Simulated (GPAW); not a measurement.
Runs of GPAW 26.7.0 on AlN. Symmetry: F-43m, No. 216, cubic system. Conventional cell: a = 4.368 Å, b = 4.368 Å, c = 4.368 Å, α = 90.00°, β = 90.00°, γ = 90.00°. Al (site symmetry -43m) is surrounded by 4 N at 1.89 Å. N (site symmetry -43m) has 4 Al at 1.89 Å as nearest neighbours. Measurements of this composition are mostly on another form, of space group No. 186.

```tsv
task	level	potentials or basis	k mesh	cutoff (eV)	maxiter	band path	band points	mesh quality	gap on the mesh (eV)	pressure (GPa)	V0 of scaled cells (Å³/atom)	B0 (GPa)
equation of state	vdW-DF-cx	GPAW PAW data sets (gpaw-data 1.2.1), pw	10 × 10 × 10	800	150	-	-	not flagged	-	-	10.71	195
band structure	revPBE	the program's PAW data sets (release 1.2.1) made for this functional, pw	10 × 10 × 10	800	150	GXWKGLUWLK,UX	100	not flagged	3.33	(b)	-	-
equation of state	vdW-DF	GPAW PAW data sets (gpaw-data 1.2.1), pw	10 × 10 × 10	800	150	-	-	not flagged	-	-	10.98	(a)
single point	BHandHLYP	GPAW PAW data sets (gpaw-data 1.2.1), pw	5 × 5 × 5	600	60	-	-	coarse	8.38	-	-	-
equation of state	revPBE+D3	the program's PAW data sets (release 1.2.1) made for this functional, pw	10 × 10 × 10	800	150	-	-	not flagged	-	-	(c)	(d)
band structure	WC	PAW data sets generated in the run's folder for this functional, pw	10 × 10 × 10	800	150	GXWKGLUWLK,UX	80	not flagged	3.21	2.0	-	-
```

Alike in all rows: no spin polarisation; cell as given; smearing fermi-dirac 0.05 eV.

Fill in the values left out.

(a) 185; (b) 8.6; (c) 10.56; (d) 204.

Caveats: some runs use coarse meshes; the PAW data sets were made with another functional, which shifts forces and pressure a little (some runs); an odd mesh through Γ misses points on the zone boundary, where band edges often lie (some runs).

Runs at the PBE level aren't shown here.
